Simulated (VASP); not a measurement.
# Sr (Im-3m) in VASP: reference runs, part 3 of 3

VASP 6.6.1. The steps go on from the part before.

### 4 Equation of state, PBE, 54.29 Å³/atom (volume scaled by 0.94)

INCAR

```
SYSTEM = Sr
PREC     = Accurate       ! precision mode
ENCUT    = 520            ! plane-wave cutoff, eV
EDIFF    = 1E-7           ! SCF threshold, eV
ISMEAR   = -1             ! smearing method
SIGMA    = 0.05           ! smearing width, eV
LREAL    = .False.        ! projectors in reciprocal space
LASPH    = .True.         ! aspherical terms in the spheres
NELM     = 60             ! most SCF steps
ALGO     = Normal         ! electronic algorithm
ISIF     = 2              ! what is computed and relaxed
LWAVE    = .False.        ! write WAVECAR
LCHARG   = .False.        ! write CHGCAR
GGA      = PE             ! functional
NBANDS   = 11             ! bands
```

KPOINTS

```
regular mesh
0
Gamma
  8 8 8
  0 0 0
```

POSCAR

```
Sr
1.0
   -2.3852921747      2.3852921747      2.3852921747
    2.3852921747     -2.3852921747      2.3852921747
    2.3852921747      2.3852921747     -2.3852921747
Sr
1
Direct
    0.0000000000      0.0000000000      0.0000000000
```

Potentials or basis: VASP PAW PBE potentials, release 64 (Sr_sv).

The run is started by

```
> cat potpaw_PBE.64/Sr_sv/POTCAR > POTCAR
> mpirun -np 1 vasp_std > vasp.out
```

OUTCAR:

```text
SYSTEM = Sr
   PREC = Accurate
   ENCUT = 520
   EDIFF = 1E-7
   ISMEAR = -1
   LREAL = .False.
   LASPH = .True.
   NELM = 60
   ISIF = 2
   GGA = PE

 ion  position               nearest neighbor table
   1  0.000  0.000  0.000-

  LATTYP: Found a body centered cubic cell.
 ALAT       =     4.7705843494

  Lattice vectors:

 A1 = (  -2.3852921747,   2.3852921747,   2.3852921747)
 A2 = (   2.3852921747,  -2.3852921747,   2.3852921747)
 A3 = (   2.3852921747,   2.3852921747,  -2.3852921747)

Analysis of symmetry for initial positions (statically):
=====================================================================
 Subroutine PRICEL returns:
 Original cell was already a primitive cell.

 Routine SETGRP: Setting up the symmetry group for a
 body centered cubic supercell.

 Subroutine GETGRP returns: Found 48 space group operations
 (whereof 48 operations were pure point group operations)
 out of a pool of 48 trial point group operations.

The static configuration has the point symmetry O_h .

Analysis of symmetry for dynamics (positions and initial velocities):
=====================================================================
 Subroutine PRICEL returns:
 Original cell was already a primitive cell.

 Routine SETGRP: Setting up the symmetry group for a
 body centered cubic supercell.

 Subroutine GETGRP returns: Found 48 space group operations
 (whereof 48 operations were pure point group operations)
 out of a pool of 48 trial point group operations.

The dynamic configuration has the point symmetry O_h .

 Subroutine INISYM returns: Found 48 space group operations
 (whereof 48 operations are pure point group operations),
 and found     1 'primitive' translations

----------------------------------------------------------------------------------------

                                     Primitive cell

[... 115 lines left out ...]
  Thomas-Fermi vector in A             =   2.057993
   LORBIT       =      0    0 simple, 1 ext, 2 COOP (PROOUT), +10 PAW based schemes
   GGA     = PE    functional components
   LHFCALC =     F    Hartree Fock is set to
   AEXX    =    0.0000 exact exchange contribution
   IVDW    =     0    specifies the selected vdW correction
   LEPSILON=     F    determine dielectric tensor
   LRPA    =     F    only Hartree local field effects (RPA)
 non-spin polarized calculation
  energy-cutoff  :      520.00
  volume of cell :       54.29
 maximum number of plane-waves:      1484
   NGX = 15   NGY = 15   NGZ = 15

 number of electron      10.0000000 magnetization

 Free energy of the ion-electron system (eV)
  ---------------------------------------------------
  ext. energy  EPLUGINS =         0.00000000
  ---------------------------------------------------
  free energy    TOTEN  =        -1.63783409 eV

  energy without entropy =       -1.63033788  energy(sigma->0) =       -1.63408598

 E-fermi :   1.6066     XC(G=0):  -7.3872

 val. band max:        1.5808544927   @ k =   0.5000   0.5000   0.3750
 cond. band min:       1.6478407043   @ k =   0.5000   0.5000   0.2500
 fundamental gap:      0.0669862116
 Fermi energy:         1.6066175613

 k-point     1 :       0.0000    0.0000    0.0000
  band No.  band energies     occupation
      1     -34.9574      2.00000
      2     -16.8413      2.00000
      3     -16.8413      2.00000
      4     -16.8413      2.00000
      5      -2.0306      2.00000
      6       4.0210      0.00000
      7       4.0210      0.00000
      8       4.0210      0.00000
      9       5.3586      0.00000
     10       5.3586      0.00000
     11       9.7522      0.00000
[... 379 lines left out ...]
 k-point    29 :       0.5000    0.5000    0.5000
  band No.  band energies     occupation
      1     -34.9287      2.00000
      2     -16.9894      2.00000
      3     -16.9894      2.00000
      4     -16.9894      2.00000
      5       1.4774      1.85975
      6       1.4774      1.85975
      7       5.3000      0.00000
      8       5.3000      0.00000
      9       5.3000      0.00000
     10       6.6876      0.00000
     11       6.6876      0.00000

------------------------ aborting loop because EDIFF is reached ----------------------------------------

  FORCE on cell =-STRESS in cart. coord.  units (eV):
  Direction    XX          YY          ZZ          XY          YZ          ZX
  --------------------------------------------------------------------------------------
  -------------------------------------------------------------------------------------
  Total       -0.0193058     -0.0193058     -0.0193058      0.0000000      0.0000000     -0.0000000
  in kB       -0.5697886     -0.5697886     -0.5697886      0.0000000      0.0000000     -0.0000000
  external PRESSURE =      -0.5697886 kB  Pullay stress =       0.0000000 kB

 VOLUME and BASIS-vectors are now :
 -----------------------------------------------------------------------------
  energy-cutoff  :      520.00
  volume of cell :       54.29
      direct lattice vectors                 reciprocal lattice vectors
    -2.385292175  2.385292175  2.385292175     0.000000000  0.209617927  0.209617927
     2.385292175 -2.385292175  2.385292175     0.209617927  0.000000000  0.209617927
     2.385292175  2.385292175 -2.385292175     0.209617927  0.209617927  0.000000000

 POSITION                                       TOTAL-FORCE (eV/Angst)
 -----------------------------------------------------------------------------------
      0.00000      0.00000      0.00000        -0.000000      0.000000      0.000000
 -----------------------------------------------------------------------------------
    total drift:                                0.000000      0.000000     -0.000000

  FREE ENERGIE OF THE ION-ELECTRON SYSTEM (eV)
  ---------------------------------------------------
  free  energy   TOTEN  =        -1.6378340869 eV

  energy  without entropy=       -1.6303378776  energy(sigma->0) =       -1.63408598
```

OSZICAR:

```text
N       E                     dE             d eps       ncg     rms          rms(c)
DAV:   1     0.334546763702E+02    0.33455E+02   -0.46612E+03   638   0.780E+02
DAV:   2    -0.100737970241E+00   -0.33555E+02   -0.32936E+02   722   0.148E+02
DAV:   3    -0.156895810665E+01   -0.14682E+01   -0.14391E+01   960   0.229E+01
DAV:   4    -0.163321943212E+01   -0.64261E-01   -0.64097E-01   831   0.415E+00
DAV:   5    -0.163462864606E+01   -0.14092E-02   -0.14092E-02   932   0.496E-01    0.108E+01
DAV:   6    -0.163618469915E+01   -0.15561E-02   -0.66518E-03   768   0.916E-01    0.611E+00
DAV:   7    -0.163771734879E+01   -0.15326E-02   -0.11631E-02   701   0.120E+00    0.284E-01
DAV:   8    -0.163779667982E+01   -0.79331E-04   -0.13836E-03   984   0.213E-01    0.667E-02
DAV:   9    -0.163781744877E+01   -0.20769E-04   -0.10703E-05   781   0.325E-02    0.308E-02
DAV:  10    -0.163783479404E+01   -0.17345E-04   -0.67654E-06   771   0.196E-02    0.567E-03
DAV:  11    -0.163783402571E+01    0.76833E-06   -0.51899E-07   787   0.535E-03    0.274E-03
DAV:  12    -0.163783408690E+01   -0.61186E-07   -0.88877E-08   520   0.226E-03
   1 F= -.16378341E+01 E0= -.16340860E+01  d E =-.749621E-02
```

stdout:

```text
POSCAR found type information on POSCAR Sr
 POSCAR found :  1 types and       1 ions
 scaLAPACK will be used
 LDA part: xc-table for (Slater+PW92), standard interpolation
 POSCAR, INCAR and KPOINTS ok, starting setup
 FFT: planning ... GRIDC
 FFT: planning ... GRID_SOFT
 FFT: planning ... GRID
 WAVECAR not read
 entering main loop
```

Run time: 15 s. Hardware: 1 thread of Intel Xeon Platinum 8488C (Sapphire Rapids), shared host; peak memory 0.17 GiB.

What came out:

```yaml
Free_energy: -1.6378 eV
Pressure: -0.1 GPa
Band_gap_on_the_k_mesh: none (metal or under the smearing width)
```

### 5 Equation of state, PBE, 55.44 Å³/atom (volume scaled by 0.96)

INCAR

```
PREC = Accurate
ENCUT = 520
EDIFF = 1E-7
ISMEAR = -1
SIGMA = 0.05
LREAL = F
LASPH = T
NELM = 60
ALGO = Normal
ISIF = 2
LWAVE = F
LCHARG = F
GGA = PE
NBANDS = 11
```

KPOINTS

```
Automatic mesh
0
Gamma
  8 8 8
```

POSCAR

```
Sr
1.0
   -2.4020905604      2.4020905604      2.4020905604
    2.4020905604     -2.4020905604      2.4020905604
    2.4020905604      2.4020905604     -2.4020905604
Sr
1
Direct
    0.0000000000      0.0000000000      0.0000000000
```

The run is started by

```
> cat potpaw_PBE.64/Sr_sv/POTCAR > POTCAR
> mpirun -np 1 vasp_std > vasp.out
```

Wall time 16 s (1 thread of Intel Xeon Platinum 8488C (Sapphire Rapids), shared host); peak memory 0.17 GiB.

It converged, with:

- Free energy: -1.6366 eV
- Pressure: -0.3 GPa
- Band gap on the k mesh: none (metal or under the smearing width)

### 6 Equation of state, PBE, 56.60 Å³/atom (volume scaled by 0.98)

INCAR

```
SYSTEM = Sr
PREC = Accurate ; ENCUT = 520
EDIFF = 1E-7 ; ISMEAR = -1
SIGMA = 0.05 ; LREAL = .False.
LASPH = .True. ; NELM = 100
ALGO = Normal ; ISIF = 2
LWAVE = .False. ; LCHARG = .False.
GGA = PE ; NBANDS = 11
```

KPOINTS

```
Automatic mesh
0
Gamma
  8 8 8
  0 0 0
```

POSCAR

```
Sr
1.0
   -2.4186572257      2.4186572257      2.4186572257
    2.4186572257     -2.4186572257      2.4186572257
    2.4186572257      2.4186572257     -2.4186572257
Sr
1
Direct
    0.0000000000      0.0000000000      0.0000000000
```

Potentials or basis: VASP PAW PBE potentials, release 64 (Sr_sv).

The run is started by

```
> cat potpaw_PBE.64/Sr_sv/POTCAR > POTCAR
> mpirun -np 1 vasp_std > vasp.out
```

Wall time 12 s (1 thread of Intel Xeon Platinum 8488C (Sapphire Rapids), shared host); peak memory 0.17 GiB.

The run converged. Its results:

```
Free energy            : -1.6337 eV
Pressure               : -0.5 GPa
Band gap on the k mesh : none (metal or under the smearing width)
```

### 7 Equation of state, PBE, 58.91 Å³/atom (volume scaled by 1.02)

INCAR

```
ALGO = Normal
EDIFF = 1E-7
ENCUT = 520
GGA = PE
ISIF = 2
ISMEAR = -1
LASPH = True
LCHARG = False
LREAL = False
LWAVE = False
NBANDS = 11
NELM = 80
PREC = Accurate
SIGMA = 0.05
```

KPOINTS

```
k-points
0
Gamma
  8 8 8
```

POSCAR

```
Sr
1.0
   -2.4511262978      2.4511262978      2.4511262978
    2.4511262978     -2.4511262978      2.4511262978
    2.4511262978      2.4511262978     -2.4511262978
Sr
1
Direct
    0.0000000000      0.0000000000      0.0000000000
```

The run is started by

```
> cat potpaw_PBE.64/Sr_sv/POTCAR > POTCAR
> mpirun -np 1 vasp_std > vasp.out
```

It took 15 s on 1 thread of Intel Xeon Platinum 8488C (Sapphire Rapids), shared host; peak memory 0.17 GiB.

Results (log left out):

```yaml
Free_energy: -1.6238 eV
Pressure: -0.9 GPa
Band_gap_on_the_k_mesh: none (metal or under the smearing width)
```

### 8 Equation of state, PBE, 60.06 Å³/atom (volume scaled by 1.04)

INCAR

```
PREC = Accurate ; ENCUT = 520
EDIFF = 1E-7 ; ISMEAR = -1
SIGMA = 0.05 ; LREAL = False
LASPH = True ; NELM = 100
ALGO = Normal ; ISIF = 2
LWAVE = False ; LCHARG = False
GGA = PE ; NBANDS = 11
```

KPOINTS

```
Automatic mesh
0
Gamma
  8 8 8
```

POSCAR

```
Sr
1.0
   -2.4670431483      2.4670431483      2.4670431483
    2.4670431483     -2.4670431483      2.4670431483
    2.4670431483      2.4670431483     -2.4670431483
Sr
1
Direct
    0.0000000000      0.0000000000      0.0000000000
```

The run is started by

```
> cat potpaw_PBE.64/Sr_sv/POTCAR > POTCAR
> mpirun -np 1 vasp_std > vasp.out
```

It took 16 s on 1 thread of Intel Xeon Platinum 8488C (Sapphire Rapids), shared host; peak memory 0.17 GiB.

Results (log left out):

| Property | Result |
| --- | --- |
| Free energy | -1.6170 eV |
| Pressure | -1.0 GPa |
| Band gap on the k mesh | none (metal or under the smearing width) |

### 9 Equation of state, PBE, 61.22 Å³/atom (volume scaled by 1.06)

INCAR

```
SYSTEM = Sr
PREC = Accurate ; ENCUT = 520
EDIFF = 1E-7 ; ISMEAR = -1
SIGMA = 0.05 ; LREAL = .FALSE.
LASPH = .TRUE. ; NELM = 60
ALGO = Normal ; ISIF = 2
LWAVE = .FALSE. ; LCHARG = .FALSE.
GGA = PE ; NBANDS = 11
```

KPOINTS

```
regular mesh
0
G
  8 8 8
  0 0 0
```

POSCAR

```
Sr
1.0
   -2.4827572226      2.4827572226      2.4827572226
    2.4827572226     -2.4827572226      2.4827572226
    2.4827572226      2.4827572226     -2.4827572226
Sr
1
Direct
    0.0000000000      0.0000000000      0.0000000000
```

Potentials or basis: VASP PAW PBE potentials, release 64 (Sr_sv).

The run is started by

```
> cat potpaw_PBE.64/Sr_sv/POTCAR > POTCAR
> mpirun -np 1 vasp_std > vasp.out
```

Wall time 20 s (1 thread of Intel Xeon Platinum 8488C (Sapphire Rapids), shared host); peak memory 0.17 GiB.

Results (log left out):

```
Free energy            : -1.6092 eV
Pressure               : -1.2 GPa
Band gap on the k mesh : none (metal or under the smearing width)
```

### 10 Equation of state, PBE

Potentials or basis: VASP PAW PBE potentials, release 64 (Sr_sv).

No new run: the results of the series are fitted here.

Results:

| Property | Result |
| --- | --- |
| Equilibrium volume | 54.06 Å³/atom (rough: see the caveat) |
| Bulk modulus | 12.0 GPa (rough) |

Energy against volume, from the lowest point:
| volume (Å³/atom) | energy (meV/atom) |
| --- | --- |
| 54.286 | 0.00 |
| 55.441 | 1.23 |
| 56.596 | 4.10 |
| 57.751 | 8.41 |
| 58.906 | 14.03 |
| 60.061 | 20.80 |
| 61.216 | 28.62 |

Caveat: the minimum lies outside the volumes run.

### 11 Summary

```tsv
task	cell	gap on the mesh (eV)	pressure (GPa)
single point	as given	none	-0.7
single point	cell strained at random at fixed volume	none	-0.7
equation of state	as given	-	-
```

Alike in all rows: level PBE; potentials or basis VASP PAW PBE potentials, release 64 (Sr_sv); no spin polarisation; k mesh 8 × 8 × 8; cutoff (eV) 520; smearing fermi-dirac 0.05 eV.

Caveats: the minimum lies outside the volumes run (some runs).

Total energies depend on the potentials used, so only differences within one code and one set of settings carry meaning.
